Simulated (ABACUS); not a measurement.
The system is NbP.

```xyz
4
Lattice="-1.6749 1.6749 5.7401 1.6749 -1.6749 5.7401 1.6749 1.6749 -5.7401" Properties=species:S:1:pos:R:3 pbc="T T T"
Nb    1.6749    0.0000    2.8687
Nb    0.0000    0.0000    5.7387
P     0.0000    1.6749    3.8200
P     0.0000    0.0000    0.9500
```

The cell is a database's computed one.

* Program: ABACUS 3.10.1
* Task: single point
* Functional: PBEsol
* Potentials or basis: PseudoDojo NC SR 0.4.1 PBEsol standard
* Cutoff: 1116 eV
* Density cutoff: 4463 eV
* Basis: plane waves
* k mesh: 11 × 11 × 11
* Occupations: fermi-dirac, width 0.05 eV
* Spin: no spin polarisation

On this cell: pressure -6.4 GPa; largest force 0.017 eV/Å; band gap on the k mesh none (metal or under the smearing width).

The same run follows on a disturbed copy (atoms moved at random, drawn with an rms of 0.05 Å):

```
Nb P
1.0
    -1.67492    1.67492    5.74011
     1.67492   -1.67492    5.74011
     1.67492    1.67492   -5.74011
Nb P
2 2
Cartesian
  1.6084 -0.0063 2.9324
  -0.0277 -0.0107 5.7562
  -0.0628 1.7222 3.8209
  0.0029 -0.0365 0.8889
```

Task: What changes?

Result: The energy (extrapolated to zero smearing) moves by +27.3 meV/atom; pressure -5.8 GPa; largest force 1.246 eV/Å; band gap on the k mesh none (metal or under the smearing width).

Forces on the atoms (eV/Å):
```
Nb   0.281  0.384 -1.090
Nb   0.126 -0.028 -0.282
P    0.050 -0.680  0.259
P   -0.457  0.324  1.112
```

Stress tensor (GPa, compression positive):
```
-5.28 -0.03  0.09
-0.03 -4.11  0.21
 0.09  0.21 -7.89
```

Caveats: there are fewer bands than atomic start orbitals, so a level may be missed at k points of high symmetry.
